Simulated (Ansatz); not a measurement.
# Converging the field response of a BaZrO3 (001), BaO faces film

Which settings does the induced dipole of a BaZrO3 (001), BaO faces film need, and which can be cut?

Main program and level: Ansatz 0.2.0; plane-wave DFT, PBE, Ansatz PAW, in the first sound run; inputs show where later runs differ.

### Step 1. Set-up

The cell holds 12 atoms: 3 Ba, 7 O and 2 Zr. Cell: a = 4.190 Å, b = 4.190 Å, c = 26.380 Å, α = 90.0°, β = 90.0°, γ = 90.0°. It derives from BaZrO3 (perovskite BaZrO3). Vacuum lies along c.

### Step 2. Single point, setting first choice

The first choice: the default cutoff of 420 eV, a 6×6×1 mesh, 18 Å of vacuum, 0.1 V/Å and a tight threshold. Each later run changes one input against this one; other functionals and files bring their own cutoffs.

File input.yaml:

```yaml
crystal:
  lattice:
    - [4.19, 0.0, 0.0]
    - [0.0, 4.19, 0.0]
    - [0.0, 0.0, 26.38]
  atoms:
    - { symbol: Ba, position: [0.0, 0.0, 0.3411675512] }
    - { symbol: O, position: [0.5, 0.5, 0.3411675512] }
    - { symbol: Zr, position: [0.5, 0.5, 0.4205837756] }
    - { symbol: O, position: [0.0, 0.5, 0.4205837756] }
    - { symbol: O, position: [0.5, 0.0, 0.4205837756] }
    - { symbol: Ba, position: [0.0, 0.0, 0.5] }
    - { symbol: O, position: [0.5, 0.5, 0.5] }
    - { symbol: Zr, position: [0.5, 0.5, 0.5794162244] }
    - { symbol: O, position: [0.0, 0.5, 0.5794162244] }
    - { symbol: O, position: [0.5, 0.0, 0.5794162244] }
    - { symbol: Ba, position: [0.0, 0.0, 0.6588324488] }
    - { symbol: O, position: [0.5, 0.5, 0.6588324488] }
kpoints:
  mp_grid: { grid: [6, 6, 1] }
hamiltonian:
  xc: pbe
scf:
  occupations: { method: fixed }
  convergence: { dr2_threshold: 1.0e-10 }
efield:
  axis: 3
  dipole_correction: true
  ramp_position: 0.97
  ramp_width: 0.06
  amplitude: 0.1
output:
  write_potential: true
  write_density: true
  volumetric_format: npy
```

Started as:

```
$ ansatz run input.yaml --threads 2 --pin off --max-ram 3072MiB --backend cpu --events-out ev --progress --plain --runs-dir out
```

Numbers of over 12 decimals in the logs are rounded to 6 here.

What it wrote:

```text
Engine: ansatz 0.2.0, x86_64-unknown-linux-gnu
Pseudopotentials: kind: paw
Pseudopotential: Ba, paw, valence charge 10, recommended cutoff 420 eV (normal), Ba.paw.azcp
Pseudopotential: O, paw, valence charge 6, recommended cutoff 420 eV (normal), O.paw.azcp
Pseudopotential: Zr, paw, valence charge 12, recommended cutoff 420 eV (normal), Zr.paw.azcp
Functional definition: PBE
  parameter kappa = 0.804
  parameter beta = 0.066725
  exchange = pbe_x(kappa = kappa, mu = beta*pi^2/3)
  correlation = pbe_c(beta = beta)
Crystal: 12 atoms, lattice volume = 463.130 Å³
Basis set: ecut = 420 eV, 8917 PW (Γ)
Bands: 60, of which v1, the nominal top of the filled ones, is band 48 counted from 1 (47 counted from 0)
Symmetry: 8 space group operations
k-points: 10 of 36
Non-local potential: Ba, projectors of the file, l = 0: 3, l = 1: 2, l = 2: 2, l = 3: 2
Non-local potential: O, projectors of the file, l = 0: 2, l = 1: 2, l = 2: 1
Non-local potential: Zr, projectors of the file, l = 0: 3, l = 1: 2, l = 2: 2, l = 3: 2
PAW form: soft (Blöchl's): semilocal exchange-correlation on the pseudo side does not see the compensation charge
PAW one-centre angular grid: Ba, 194 points (default); XC on 64 Gauss nodes
PAW one-centre angular grid: O, 110 points (default); XC on 64 Gauss nodes
PAW one-centre angular grid: Zr, 590 points (default); XC on 64 Gauss nodes
Initial density: superposition of atomic densities (neutral atoms: chi_scale 0, normalization atom, screened)
Initial wavefunctions: pseudopotential atomic-orbital guess
Functional: x = pbe(κ = 0.804, μ = 0.219515), c = pbe(β = 0.066725)
SCF iter   1: F=—  HF=-30224.317732 eV  |F-HF|=—  |Δ(HF+E_count)|=         —  Δρ=9.95e-2  dr2=5.74e1  ethr=3.10e-3  p=0.119 e·Å  D=4.64e-2 V/Å  ΔV_dip=-1.22 eV  dr2_dipole=2.46e-3  V_vac-E_F(+/−)=13.15/11.96 eV  ⟨swp⟩=6.9  Hψ=2566  notcnv=0  defer=82
efield: sawtooth ramp at fractional position 0.9700 (set: `efield.ramp_position`, or a place that a band, a saddle search or an elastic batch's reference lends), width 0.0600; the density the first Hamiltonian is built on has a dipole p = 0.119 e·Å; the dipole correction subtracts the counter field D = 4.64e-2 V/Å, which shifts the + side's vacuum level by -1.22 eV against the − side's; the planar-averaged density in the ramp window peaks in size at 4.8e-6 e/Å³
preconditioner: auto → Resta (q_TF=auto, 2.099 Å⁻¹)  ε∞=1.9  [insulator: Δε(μ)=5.741 eV  Ē_g=17.160 eV  n_scr=68 (ndim 8)  ℏωp=16.6 eV  f_vac=0.505  ε∞_Penn≈1.9  vacuum switching on, ρ_ref=2.1e-2 e/Å³]
SCF iter   2: F=—  HF=-30211.018138 eV  |F-HF|=—  |Δ(HF+E_count)|=    1.33e1  Δρ=6.81e-2  dr2=1.38e1  ethr=3.10e-3  p=0.084 e·Å  D=3.29e-2 V/Å  ΔV_dip=-0.87 eV  dr2_dipole=1.78e-3  V_vac-E_F(+/−)=5.37/3.83 eV  ⟨swp⟩=5.2  Hψ=1610  notcnv=0  defer=86  κ⁻¹=1.0e0(r=1)
SCF iter   3: F=—  HF=-30208.213018 eV  |F-HF|=—  |Δ(HF+E_count)|=    2.81e0  Δρ=1.54e-2  dr2=1.51e0  ethr=3.10e-3  p=0.103 e·Å  D=4.02e-2 V/Å  ΔV_dip=-1.06 eV  dr2_dipole=8.16e-4  V_vac-E_F(+/−)=5.73/4.38 eV  ⟨swp⟩=3.2  Hψ=1201  notcnv=0  defer=91  κ⁻¹=1.5e-2(r=2)
SCF iter   4: F=—  HF=-30207.937506 eV  |F-HF|=—  |Δ(HF+E_count)|=   2.76e-1  Δρ=9.88e-3  dr2=3.61e-1  ethr=1.57e-3  p=0.086 e·Å  D=3.37e-2 V/Å  ΔV_dip=-0.89 eV  dr2_dipole=1.12e-4  V_vac-E_F(+/−)=4.68/3.16 eV  ⟨swp⟩=3.2  Hψ=872  notcnv=0  defer=86  κ⁻¹=5.7e-3(r=3)
SCF iter   5: F=—  HF=-30207.890389 eV  |F-HF|=—  |Δ(HF+E_count)|=   4.71e-2  Δρ=2.91e-3  dr2=2.75e-2  ethr=3.76e-4  p=0.088 e·Å  D=3.44e-2 V/Å  ΔV_dip=-0.91 eV  dr2_dipole=3.70e-5  V_vac-E_F(+/−)=4.07/2.56 eV  ⟨swp⟩=4.2  Hψ=940  notcnv=0  defer=99  κ⁻¹=8.4e-4(r=4)
SCF iter   6: F=—  HF=-30207.892243 eV  |F-HF|=—  |Δ(HF+E_count)|=   1.85e-3  Δρ=8.36e-4  dr2=2.62e-3  ethr=2.86e-5  p=0.093 e·Å  D=3.63e-2 V/Å  ΔV_dip=-0.96 eV  dr2_dipole=7.15e-6  V_vac-E_F(+/−)=4.04/2.58 eV  ⟨swp⟩=3.7  Hψ=965  notcnv=0  defer=100  κ⁻¹=2.5e-5(r=5)
SCF iter   7: F=—  HF=-30207.893643 eV  |F-HF|=—  |Δ(HF+E_count)|=   1.40e-3  Δρ=4.45e-4  dr2=8.80e-4  ethr=2.73e-6  p=0.091 e·Å  D=3.54e-2 V/Å  ΔV_dip=-0.94 eV  dr2_dipole=3.38e-6  V_vac-E_F(+/−)=3.97/2.49 eV  ⟨swp⟩=4.3  Hψ=995  notcnv=0  defer=100  κ⁻¹=1.3e-5(r=6)
SCF iter   8: F=—  HF=-30207.893712 eV  |F-HF|=—  |Δ(HF+E_count)|=   6.90e-5  Δρ=1.29e-4  dr2=7.19e-5  ethr=9.16e-7  p=0.091 e·Å  D=3.57e-2 V/Å  ΔV_dip=-0.94 eV  dr2_dipole=1.46e-6  V_vac-E_F(+/−)=3.98/2.51 eV  ⟨swp⟩=2.7  Hψ=906  notcnv=0  defer=98  κ⁻¹=6.6e-7(r=7)
SCF iter   9: F=—  HF=-30207.893728 eV  |F-HF|=—  |Δ(HF+E_count)|=   1.63e-5  Δρ=6.35e-5  dr2=2.30e-5  ethr=7.49e-8  p=0.092 e·Å  D=3.61e-2 V/Å  ΔV_dip=-0.95 eV  dr2_dipole=7.76e-7  V_vac-E_F(+/−)=3.99/2.53 eV  ⟨swp⟩=2.0  Hψ=906  notcnv=0  defer=89  κ⁻¹=2.0e-7(r=8)
SCF iter  10: F=—  HF=-30207.893725 eV  |F-HF|=—  |Δ(HF+E_count)|=   2.50e-6  Δρ=2.22e-5  dr2=2.58e-6  ethr=2.39e-8  p=0.092 e·Å  D=3.59e-2 V/Å  ΔV_dip=-0.95 eV  dr2_dipole=1.24e-9  V_vac-E_F(+/−)=3.99/2.52 eV  ⟨swp⟩=2.0  Hψ=872  notcnv=0  defer=87  κ⁻¹=2.3e-7(r=8)
SCF iter  11: F=—  HF=-30207.893624 eV  |F-HF|=—  |Δ(HF+E_count)|=   1.02e-4  Δρ=8.98e-6  dr2=3.01e-7  ethr=2.69e-9  p=0.092 e·Å  D=3.59e-2 V/Å  ΔV_dip=-0.95 eV  dr2_dipole=2.07e-9  V_vac-E_F(+/−)=3.99/2.52 eV  ⟨swp⟩=2.0  Hψ=993  notcnv=0  defer=85  κ⁻¹=8.6e-7(r=8)
SCF iter  12: F=—  HF=-30207.893624 eV  |F-HF|=—  |Δ(HF+E_count)|=   2.39e-7  Δρ=2.92e-6  dr2=2.50e-8  ethr=3.13e-10  p=0.092 e·Å  D=3.59e-2 V/Å  ΔV_dip=-0.95 eV  dr2_dipole=6.93e-11  V_vac-E_F(+/−)=3.99/2.52 eV  ⟨swp⟩=2.0  Hψ=893  notcnv=0  defer=85  κ⁻¹=2.2e-7(r=8)
SCF iter  13: F=—  HF=-30207.893624 eV  |F-HF|=—  |Δ(HF+E_count)|=   3.72e-8  Δρ=1.14e-6  dr2=3.35e-9  ethr=2.60e-11  p=0.092 e·Å  D=3.59e-2 V/Å  ΔV_dip=-0.95 eV  dr2_dipole=1.76e-11  V_vac-E_F(+/−)=3.99/2.52 eV  ⟨swp⟩=2.0  Hψ=898  notcnv=0  defer=85  κ⁻¹=2.4e-7(r=8)
SCF iter  14: F=—  HF=-30207.893624 eV  |F-HF|=—  |Δ(HF+E_count)|=   5.22e-9  Δρ=3.35e-7  dr2=2.96e-10  ethr=3.49e-12  p=0.092 e·Å  D=3.59e-2 V/Å  ΔV_dip=-0.95 eV  dr2_dipole=8.02e-12  V_vac-E_F(+/−)=3.99/2.52 eV  ⟨swp⟩=2.0  Hψ=900  notcnv=0  defer=85  κ⁻¹=2.2e-7(r=8)
SCF iter  15: F=-30207.893624 eV  HF=-30207.893624 eV  |F-HF|=3.64e-12  |Δ(HF+E_count)|=  3.35e-10  Δρ=1.26e-7  dr2=4.65e-11  ethr=1.00e-12  p=0.092 e·Å  D=3.59e-2 V/Å  ΔV_dip=-0.95 eV  dr2_dipole=5.31e-13  V_vac-E_F(+/−)=3.99/2.52 eV  ⟨swp⟩=23.2  Hψ=4507  notcnv=0
SCF 1 converged in 15 iterations: F = -30207.893624 eV  dr2 = 4.65e-11
  greatest PAW one-centre occupation: 0.995 electrons in one spin orbital (limit 2), on the Zr atom at site 7 (counted from 0), in its partial waves of l = 0
WARN: The output density's exchange-correlation potential varies sharply where the density is thin. Do not read a vacuum level from v_tot or v_xc, or from such a field of the output density. On a cell that repeats whose density bears no net charge and no dipole along the vacuum's axis use v_es (v_loc + v_h of the components); under efield.dipole_correction with no amplitude use v_es + v_field, which holds any externa [...]
SCF converged after 15 iterations
Stability not checked: this state was not tested for a lower state beside it, because the mixer in use, unlike msr1, does not test its closes by its own steps (another_mixer; see scf.mixing.algorithm and scf.lower_state_search)
Free energy (F): -30207.893624 eV
Harris-Foulkes:  -30207.893624 eV  (|F-HF|=3.64e-12)
Internal energy: -30207.893624 eV  (E = F + TS)
E sigma→0 (E₀):  -30207.893624 eV
Fermi energy:    2.008202 eV
Dipole field:    D = 0.035938 V/Å  (p = 0.091979 e·Å, saw-weighted, corrected)
Work function:   not extracted (applied field tilts the vacuum); planar V_es + V_field profile in the machine report
Levels:          The Fermi level and band energies are counted from a zero that moves with the ramp; work functions are not
--- Per-component energies (eV) ---
  E_band       = -936.893278
  E_kinetic    = 2405.116138
  E_local      = -85707.226851  (includes V_loc(G=0)·N_el)
  E_nonlocal   = 656.226240
  E_hartree    = 41840.601560
  E_xc         = -1353.697488
  E_vxc        = -1460.132739  (∫ρ·V_xc dr)
  E_paw        = -22687.449676  (= ΣΔE_a)
  E_vpaw       = -512.091024  (= ΣTr[D̂ρ^β])
  E_aug_tail   = 0.017146  (compensation charges beyond the density's cutoff)
  E_efield     = -0.007545  (sawtooth field / dipole correction)
  E_vefield    = -0.005892  (∫n·V_field dr)
  E_ewald      = 34638.526853
  E_smearing   = -0.000000  (= −TS)
  E_closure    = 0.000000  (closes the sum)
  Σ components = -30207.893624   (vs F -30207.893624, Δ=0.00e0)
--- Band table (eV; the first three rows and the last of 10) ---
  k-point 0: bands = [... 44 lower, 1.6214, 1.7728, 1.8342, 1.8342, 4.1544, 4.6747, 5.2354, 5.2664, ... 8 higher]
  k-point 1: bands = [... 44 lower, 1.5134, 1.5755, 1.7394, 1.9112, 4.3713, 4.8852, 5.4678, 5.8466, ... 8 higher]
  k-point 2: bands = [... 44 lower, 1.5110, 1.5924, 1.8018, 1.8937, 4.9890, 5.4732, 6.1199, 6.1395, ... 8 higher]
  k-point 9: bands = [... 44 lower, 1.8228, 1.8584, 2.0082, 2.0082, 6.4630, 6.4630, 6.7057, 6.7057, ... 8 higher]
```

The job ended after 12 s (2 threads of Intel Xeon 6975P-C (Granite Rapids), shared host; peak memory 0.87 GiB).

The column dr2 measures how far the density is from self-consistency, as an energy; F and HF (Harris–Foulkes) agree once it is small.

This step gave:

| Property | Result |
| --- | --- |
| gap on the k-mesh | 2.146 eV |
| dipole along the normal | 0.09198 e·Å |
| equivalent conductor thickness p/(ε₀AE) | 9.480 Å |

Running mean over 4.19 Å of the planar mean, with the applied field; the ramp of the sawtooth is left out. Electron's electrostatic potential energy less the highest filled level against z:

```tsv
z (Å)	electron's electrostatic potential energy less the highest filled level (eV)
4	2.84
5	2.92
6	2.78
7	0.836
8	-0.765
9	-2.88
10	-4.88
11	-4.90
12	-4.84
13	-4.81
14	-4.80
15	-4.80
16	-4.82
17	-4.01
18	-0.907
19	0.241
20	2.79
21	3.55
22	3.69
23	3.79
```

The dipole corresponds to a conductor 9.480 Å thick.

### Step 3. Single point, box 26.4 Å

input.yaml, as its differences from that of step 2:

```diff
@@ -31,2 +31,4 @@
   amplitude: 0.1
+basis:
+  ecutwfc: "250 eV"
 output:
```

What it wrote:

```text
Warning: basis.ecutwfc = 250 eV is below the records' recommended 420 eV, and the density's cutoff is lower with it unless basis.ecutrho_ratio is high enough to keep the records' density cutoff: compare with a run at a higher cutoff
[...]
Crystal: 12 atoms, lattice volume = 463.130 Å³
Basis set: ecut = 250 eV, 4173 PW (Γ)
[...]
k-point 0: bands = [... 44 lower, 1.5774, 1.7291, 1.7930, 1.7930, 4.1120, 4.6450, 5.0269, 5.2147, ... 8 higher]
  k-point 1: bands = [... 44 lower, 1.4669, 1.5548, 1.6909, 1.8661, 4.3305, 4.8562, 5.2595, 5.8027, ... 8 higher]
  k-point 2: bands = [... 44 lower, 1.4931, 1.5453, 1.7884, 1.8655, 4.9564, 5.4501, 5.9320, 6.0709, ... 8 higher]
  k-point 9: bands = [... 44 lower, 1.8280, 1.8707, 2.0097, 2.0097, 6.4517, 6.4517, 6.6958, 6.6958, ... 8 higher]
[key lines of the parts left out:]
SCF converged after 15 iterations
Free energy (F): -30194.523712 eV
Fermi energy:    2.009674 eV
Dipole field:    D = 0.036016 V/Å  (p = 0.092180 e·Å, saw-weighted, corrected)
```

Elapsed: 5.5 s, on 2 threads; peak memory 0.56 GiB.

The dipole corresponds to a conductor 9.501 Å thick, +0.22 % from the first choice, at 0.45 times its CPU time.

### Step 4. Single point, box 26.4 Å (run 2)

input.yaml, as its differences from that of step 3:

```diff
@@ -32,3 +32,3 @@
 basis:
-  ecutwfc: "250 eV"
+  ecutwfc: "330 eV"
 output:
```

What it wrote:

```text
[...]
Crystal: 12 atoms, lattice volume = 463.130 Å³
Basis set: ecut = 330 eV, 6319 PW (Γ)
Bands: 60, of which v1, the nominal top of the filled ones, is band 48 counted from 1 (47 counted from 0)
Symmetry: 8 space group operations
k-points: 10 of 36
[...]
k-point 0: bands = [... 44 lower, 1.6253, 1.7754, 1.8352, 1.8352, 4.1524, 4.6734, 5.1778, 5.2609, ... 8 higher]
  k-point 1: bands = [... 44 lower, 1.5196, 1.5729, 1.7418, 1.9107, 4.3695, 4.8839, 5.4104, 5.8416, ... 8 higher]
  k-point 2: bands = [... 44 lower, 1.5092, 1.5999, 1.7993, 1.8955, 4.9878, 5.4721, 6.0835, 6.1147, ... 8 higher]
  k-point 9: bands = [... 44 lower, 1.8167, 1.8503, 2.0037, 2.0037, 6.4601, 6.4601, 6.7023, 6.7023, ... 8 higher]
[key lines of the parts left out:]
SCF converged after 15 iterations
Free energy (F): -30206.585746 eV
Fermi energy:    2.003662 eV
Dipole field:    D = 0.035956 V/Å  (p = 0.092026 e·Å, saw-weighted, corrected)
```

Run time: 8 s. Hardware: 2 threads; peak memory 0.69 GiB.

The dipole corresponds to a conductor 9.485 Å thick, +0.05 % from the first choice, at 0.66 times its CPU time.

### Step 5. Run, box 26.4 Å

input.yaml, as its differences from that of step 4:

```diff
@@ -32,3 +32,3 @@
 basis:
-  ecutwfc: "330 eV"
+  ecutwfc: "600 eV"
 output:
```

What it wrote:

```text
[...]
Crystal: 12 atoms, lattice volume = 463.130 Å³
Basis set: ecut = 600 eV, 15477 PW (Γ)
Bands: 60, of which v1, the nominal top of the filled ones, is band 48 counted from 1 (47 counted from 0)
Symmetry: 8 space group operations
k-points: 10 of 36
[...]
k-point 0: bands = [... 44 lower, 1.6210, 1.7725, 1.8336, 1.8336, 4.1522, 4.6725, 5.2516, 5.2662, ... 8 higher]
  k-point 1: bands = [... 44 lower, 1.5130, 1.5753, 1.7389, 1.9110, 4.3691, 4.8831, 5.4839, 5.8464, ... 8 higher]
  k-point 2: bands = [... 44 lower, 1.5108, 1.5920, 1.8016, 1.8935, 4.9868, 5.4714, 6.1198, 6.1549, ... 8 higher]
  k-point 9: bands = [... 44 lower, 1.8227, 1.8584, 2.0081, 2.0081, 6.4627, 6.4627, 6.7054, 6.7054, ... 8 higher]
[key lines of the parts left out:]
SCF converged after 15 iterations
Free energy (F): -30207.936683 eV
Fermi energy:    2.008100 eV
Dipole field:    D = 0.035942 V/Å  (p = 0.091992 e·Å, saw-weighted, corrected)
```

Wall time 20 s (2 threads); peak memory 1.3 GiB.

The dipole corresponds to a conductor 9.482 Å thick, +0.01 % from the first choice, at 1.7 times its CPU time.

### Step 6. Run, box 26.4 Å (run 2)

input.yaml, as its differences from that of step 5:

```diff
@@ -19,3 +19,3 @@
 kpoints:
-  mp_grid: { grid: [6, 6, 1] }
+  mp_grid: { grid: [1, 1, 1] }
 hamiltonian:
@@ -31,4 +31,2 @@
   amplitude: 0.1
-basis:
-  ecutwfc: "600 eV"
 output:
```

What it wrote:

```text
[...]
Crystal: 12 atoms, lattice volume = 463.130 Å³
Basis set: ecut = 420 eV, 8917 PW (Γ)
Bands: 60, of which v1, the nominal top of the filled ones, is band 48 counted from 1 (47 counted from 0)
Symmetry: 8 space group operations
k-points: 1
[...]
Internal energy: -30189.574679 eV  (E = F + TS)
E sigma→0 (E₀):  -30189.574679 eV
Fermi energy:    2.367124 eV
Dipole field:    D = 0.043028 V/Å  (p = 0.110127 e·Å, saw-weighted, corrected)
Work function:   not extracted (applied field tilts the vacuum); planar V_es + V_field profile in the machine report
[...]
--- Band table (eV) ---
  k-point 0: bands = [... 44 lower, 2.2564, 2.2564, 2.3671, 2.3671, 4.0706, 4.4586, 4.6782, 4.8257, ... 8 higher]
[key lines of the parts left out:]
SCF converged after 16 iterations
Free energy (F): -30189.574679 eV
```

Run time: 1.5 s. Hardware: 2 threads; peak memory 0.5 GiB.

The dipole corresponds to a conductor 11.351 Å thick, +19.73 % from the first choice, at 0.11 times its CPU time.

### Step 7. Run, box 26.4 Å (run 3)

input.yaml, as its differences from that of step 6:

```diff
@@ -19,3 +19,3 @@
 kpoints:
-  mp_grid: { grid: [1, 1, 1] }
+  mp_grid: { grid: [2, 2, 1] }
 hamiltonian:
```

What it wrote:

```text
[...]
Crystal: 12 atoms, lattice volume = 463.130 Å³
Basis set: ecut = 420 eV, 8917 PW (Γ)
Bands: 60, of which v1, the nominal top of the filled ones, is band 48 counted from 1 (47 counted from 0)
Symmetry: 8 space group operations
k-points: 3 of 4
[...]
Work function:   not extracted (applied field tilts the vacuum); planar V_es + V_field profile in the machine report
[...]
--- Band table (eV) ---
  k-point 0: bands = [... 44 lower, 1.6578, 1.7535, 1.8564, 1.8564, 4.1489, 4.6593, 5.2106, 5.2353, ... 8 higher]
  k-point 1: bands = [... 44 lower, 1.5309, 1.5740, 1.8001, 1.9043, 5.7666, 6.0244, 6.1632, 6.1795, ... 8 higher]
  k-point 2: bands = [... 44 lower, 1.8478, 1.9303, 2.0013, 2.0013, 6.4615, 6.4615, 6.6959, 6.6959, ... 8 higher]
[key lines of the parts left out:]
SCF converged after 15 iterations
Free energy (F): -30207.172750 eV
Fermi energy:    2.001282 eV
Dipole field:    D = 0.036575 V/Å  (p = 0.093611 e·Å, saw-weighted, corrected)
```

Wall time 2.9 s (2 threads); peak memory 0.77 GiB.

The dipole corresponds to a conductor 9.649 Å thick, +1.77 % from the first choice, at 0.23 times its CPU time.

### Step 8. Run, box 26.4 Å (run 4)

input.yaml, as its differences from that of step 7:

```diff
@@ -19,3 +19,3 @@
 kpoints:
-  mp_grid: { grid: [2, 2, 1] }
+  mp_grid: { grid: [3, 3, 1] }
 hamiltonian:
```

What it wrote:

```text
[...]
Crystal: 12 atoms, lattice volume = 463.130 Å³
Basis set: ecut = 420 eV, 8917 PW (Γ)
Bands: 60, of which v1, the nominal top of the filled ones, is band 48 counted from 1 (47 counted from 0)
Symmetry: 8 space group operations
k-points: 3 of 9
[...]
Work function:   not extracted (applied field tilts the vacuum); planar V_es + V_field profile in the machine report
[...]
--- Band table (eV) ---
  k-point 0: bands = [... 44 lower, 1.6283, 1.7714, 1.8392, 1.8392, 4.1540, 4.6733, 5.2349, 5.2575, ... 8 higher]
  k-point 1: bands = [... 44 lower, 1.5124, 1.5997, 1.8053, 1.8941, 4.9886, 5.4720, 6.1105, 6.1390, ... 8 higher]
  k-point 2: bands = [... 44 lower, 1.6521, 1.7763, 1.7890, 1.9414, 5.6880, 6.0980, 6.6127, 6.8134, ... 8 higher]
[key lines of the parts left out:]
SCF converged after 15 iterations
Free energy (F): -30207.811047 eV
Fermi energy:    1.941419 eV
Dipole field:    D = 0.035997 V/Å  (p = 0.092131 e·Å, saw-weighted, corrected)
```

Elapsed: 4.2 s, on 2 threads; peak memory 0.69 GiB; 7.9 s of CPU time.

The dipole corresponds to a conductor 9.496 Å thick, +0.17 % from the first choice, at 0.34 times its CPU time.

[end of part 1 of 3]

[Logs are printed without paths, hosts, clocks, repeated set-up lines and the standing remarks that a program may print on its own settings, such as how far it seeks lower states.]

[Hosts, paths, dates, database ids (printed as entryN), source tags and the programs' standing remarks are cut or masked in the printed files.]

[Maps of the electrostatic potential energy from Ansatz leave out the sawtooth potential of an applied field or a dipole correction, so their vacuum need not be flat; planar profiles and work functions include it.]
